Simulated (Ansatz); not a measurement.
The system is CuO.

```
Cu O
1.0
     2.34465   -1.71340    0.00000
     2.34465    1.71340    0.00000
    -0.86055    0.00000    5.05944
Cu O
2 2
Direct
  0.00320 0.49680 0.00000
  0.49680 0.00320 0.50000
  0.57140 0.40560 0.25370
  0.40560 0.57140 0.75370
```

Base run:

```yaml
Program: Ansatz 0.2.0
Functional: BLYP
Potentials_or_basis: Ansatz PAW
Cutoff: 420 eV
Density_cutoff: 1680 eV
k_mesh: 10 × 10 × 5
Occupations: fermi-dirac, width 0.05 eV
Spin: no spin polarisation
```

Its results: band gap on the k mesh none (metal or under the smearing width); pressure 12.4 GPa; largest force 0.779 eV/Å.

The run is repeated on the same cell with these changes: functional from BLYP to LDA. What comes out?

Band gap on the k mesh none (metal or under the smearing width); pressure -9.6 GPa; largest force 0.790 eV/Å.

LDA binds more tightly than BLYP, so the same cell stands under less pressure.

Caveats: the run has no spin polarisation, though such a crystal can be magnetic; semilocal functionals often make such compounds metallic where correlation or magnetic order opens a gap, which also shifts bond lengths; the PAW data sets come from PBE, with cores solved anew for the run's functional, which leaves a small shift of forces and pressure; the potentials were made for another functional, which shifts forces and pressure (some runs).

Not every run made on this cell is shown here.
